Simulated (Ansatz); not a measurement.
Crystal: Pb.

```
Pb
1.0
     0.00000    3.43900    3.43900
     3.43900    0.00000    3.43900
     3.43900    3.43900    0.00000
Pb
2
Direct
  0.25000 0.25000 0.25000
  0.00000 0.00000 0.00000
```

This isn't the form of Pb at room conditions, which is fcc.

| Property | Result |
| --- | --- |
| Program | Ansatz 0.2.0 |
| Task | relaxation of cell and atoms |
| Functional | PBE0 |
| Potentials or basis | Ansatz PAW |
| Cutoff | 420 eV (not typed: the program's choice for these potentials) |
| k mesh | 4 × 4 × 4 |
| Occupations | fermi-dirac, width 0.05 eV |
| Spin | no spin polarisation |

At the start: volume 40.67 Å³/atom.

Where does the relaxation end?

It ends after 4 steps and the volume is 42.98 Å³/atom (+5.7 %); space group Fd-3m (No. 227, to 0.05 Å).

The path:
| step | energy change (eV) | largest force (eV/Å) | volume (Å³) |
| --- | --- | --- | --- |
| 1 | 0.0000 | 0.0000 | 81.34 |
| 2 | -0.0223 | 0.0000 | 87.01 |
| 3 | -0.0238 | 0.0000 | 85.96 |
| 4 | -0.0241 | 0.0000 | 85.96 |

Final structure:
```xyz
2
Lattice="0.0000 3.5029 3.5029 3.5029 0.0000 3.5029 3.5029 3.5029 0.0000" Properties=species:S:1:pos:R:3 pbc="T T T"
Pb    1.7515    1.7515    1.7515
Pb    0.0000    0.0000    0.0000
```

Caveat: the k mesh is coarse (spacing up to 0.40 Å⁻¹), so the values aren't converged, least of all with exact exchange; the plane-wave basis is chosen anew once the cell has moved, so the energies of steps on either side of that aren't comparable; the PAW data sets come from PBE, with cores solved anew for the run's functional, which leaves a small shift of forces and pressure.
